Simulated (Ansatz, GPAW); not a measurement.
This is a calculation of Sn for GPAW 26.7.0 (ASE script). This isn't the form of Sn at room conditions, which is tetragonal (white tin).

The input run.py:

```python
from ase.dft.bandgap import bandgap
from ase.io import read, write
from ase.units import GPa
from gpaw import GPAW, PW

atoms = read('Sn.xyz')

calc = GPAW(mode=PW(600),
            xc='PBE',
            kpts={'size': (7, 7, 7), 'gamma': True},
            occupations={'name': 'methfessel-paxton', 'order': 0, 'width': 0.1},
            nbands=24,
            convergence={'density': 1e-05, 'energy': 1e-05},
            maxiter=150,
            txt='gpaw.txt')
atoms.calc = calc
energy = atoms.get_potential_energy()
forces = atoms.get_forces()
stress = atoms.get_stress()
calc.write('gs.gpw')
write('result.traj', atoms)
print(f'Energy: {energy:.6f} eV')
print('Forces (eV/A):')
print(forces.round(4))
print('Stress (GPa):', (stress / GPa).round(3))
print('Fermi level:', round(calc.get_fermi_level(), 4), 'eV')
print(f'Gap: {bandgap(calc)[0]:.4f} eV, direct: {bandgap(calc, direct=True)[0]:.4f} eV')
```

Sn.xyz

```xyz
2
Lattice="0.0000000000 3.2333428000 3.2333428000 3.2333428000 0.0000000000 3.2333428000 3.2333428000 3.2333428000 0.0000000000" Properties=species:S:1:pos:R:3 pbc="T T T"
Sn     4.8500142000      4.8500142000      4.8500142000
Sn     3.2333428000      3.2333428000      3.2333428000
```

Potentials or basis: GPAW PAW data sets (gpaw-data 1.2.1), pw.

Launch:

```console
$ OMP_NUM_THREADS=1 python run.py
```

Task: What does the same run look like in Ansatz 0.2.0? Potentials or basis there: all-electron LAPW, scalar-relativistic.

Result: As run (cutoffs and basis follow the program's own potentials, and thresholds, step limits or extra output files can differ):

The input input.yaml:

```yaml
crystal:
  lattice:
    - [0.0, 3.2333428, 3.2333428]
    - [3.2333428, 0.0, 3.2333428]
    - [3.2333428, 3.2333428, 0.0]
  atoms:
    - { symbol: Sn, position: [0.75, 0.75, 0.75] }
    - { symbol: Sn, position: [0.5, 0.5, 0.5] }
kpoints:
  mp_grid: { grid: [7, 7, 7] }
scf:
  occupations: { method: gaussian, width: 0.1 }
hamiltonian:
  xc: pbe
  pseudopotentials: { kind: all_electron, lapw: { basis_error: 0.001 } }
output:
  forces: true
  stress: true
  eigenvalues: true
```

Potentials or basis: all-electron LAPW, scalar-relativistic.

Launch:

```bash
$ ansatz run input.yaml --threads 1 --pin off --max-ram 3072MiB --backend cpu --events-out ev --progress --plain --runs-dir out
```

Both were run:

|  | GPAW | Ansatz |
| --- | --- | --- |
| Pressure | 3.5 GPa | 3.8 GPa |

Where Ansatz's input types no cutoff or centring, it takes its own default and a Γ-centred mesh.

Pressure is positive in compression.
